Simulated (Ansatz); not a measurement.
Pressure against volume in LiCl

The cell was found from a structure generator's guess, not taken from experiment.

Level of theory: Ansatz 0.2.0, DFT PBE, scalar-relativistic, plane waves, PAW. The final run on the 8-atom cell used 420 eV, a Γ-centred 4×4×6 mesh, 0.02 eV smearing and no spin polarisation.

```
Li Cl
1.0
     6.65314    0.00000    0.00000
     0.00000    6.65314    0.00000
     0.00000    0.00000    3.94984
Li Cl
4 4
Direct
  0.67090 0.67090 0.00000
  0.82910 0.17090 0.50000
  0.32910 0.32910 0.00000
  0.17090 0.82910 0.50000
  0.80979 0.80979 0.50000
  0.69021 0.30979 0.00000
  0.19021 0.19021 0.50000
  0.30979 0.69021 0.00000
```

The cell was set to several volumes, with shape and atoms relaxed at each where symmetry leaves them free. Pressure is positive in compression, and energies count from the lowest row.

```tsv
row	V (Å³/atom)	P (GPa)	ΔE (meV/atom)	gap on mesh (eV)
1	19.232	3.22	25.4	6.19
2	19.888	?	?	?
3	20.543	1.52	6.0	6.07
4	21.199	0.74	1.5	5.99
5	21.855	0.02	0.0	5.90
6	22.510	-0.59	1.2	5.82
7	23.166	-1.12	4.7	5.74
8	24.040	-1.71	12.5	5.64
```

Task: Find B = −V·ΔP/ΔV from rows 4 and 6 and from rows 1 and 3, and from the two its slope B′ and its value B0 at zero pressure.

Result: Rows 4 and 6 give −(21.199 + 22.510)/2 × (-0.59 − (0.74))/(22.510 − 21.199) = 22.2 GPa at a mean pressure of 0.08 GPa. Rows 1 and 3 give −(19.232 + 20.543)/2 × (1.52 − (3.22))/(20.543 − 19.232) = 25.8 GPa at a mean pressure of 2.37 GPa. So B′ = (25.8 − 22.2)/(2.37 − (0.08)) = 1.57 and B0 = 22.2 − 1.57 × (0.08) = 22.1 GPa. A third-order Birch–Murnaghan fit to all the energies gives B0 = 21.4 GPa and B′ = 2.9.

Task: Estimate the pressure and energy of row 2.

Result: From row 5, V0 = 21.855 × (1 + (0.02)/22.1) = 21.875 Å³/atom. Murnaghan's form P = (B0/B′)·[(V0/V)^B′ − 1] gives (22.1/1.57) × [(21.875/19.888)^1.57 − 1] = 2.27 GPa; the computed pressure is 2.38 GPa, so the estimate is off by -0.11 GPa. The work of compression from row 3, with the mean of the two pressures, gives ΔE = 6.0 + (2.27 + 1.52)/2 × (20.543 − 19.888)/160.2 × 1000 = 13.7 meV/atom (1 eV/Å³ = 160.2 GPa); the computed value is 13.9 meV/atom.

Task: Fit the gap against pressure through the other rows and estimate it at the computed pressure of row 2.

Result: Over the 7 rows the mean pressure is 0.2971 GPa and the mean gap is 5.907 eV. The sums of products of deviations are S_xx = 17.14 and S_xy = 1.915, so the slope is 1.915/17.14 = 0.1117 (r = 0.99, rms misfit 0.03 eV). At 2.38 GPa the line gives 5.907 + (0.1117) × (2.38 − 0.2971) = 6.14 eV. The computed value is 6.15 eV, so the line is off by -0.01 eV, no more than the largest miss among the fitted rows (0.04 eV).

Kohn–Sham gaps at this level usually fall short of measured ones. All volumes keep the k mesh of the relaxed cell. A later test with randomly moved atoms came back to the same energy, though modes that don't fit the test's cell weren't probed.
